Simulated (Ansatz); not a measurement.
## PbO₂: how the free axis answers a strain

PbO₂, P4_2/mnm, a = 5.081 Å, c = 3.443 Å. The structure is a COD entry; whether it is the stable form wasn't checked. Ansatz: PBE, PAW, 420 eV, Γ-centred 8×8×10 mesh on 6 atoms, Gaussian smearing 0.10 eV; no spin polarisation. Series: uniaxial strain along c, with a, b and atoms relaxed; x is the strain in per cent. y is the change of a in per cent of 5.081 Å.

```tsv
x (%)	y (%)
-4.5	?
-3.0	1.40
-1.5	0.70
0.0	0.00
1.5	-0.69
3.0	-1.36
4.5	-2.02
```

Problem. Fit y = c1 x + c2 x² to the other rows, say what c1 measures, and predict the missing y.

Solution. Least squares on the rows shown. y = −0.4603 x + 0.002442 x². So −c1 = 0.460 is Poisson's ratio for this pair of axes. At x = -4.5 the fit asked for gives 2.12 %. The run gave 2.12 %, the same to the digits shown.

Spin–orbit coupling is left out, which can shift energies with elements as heavy as these.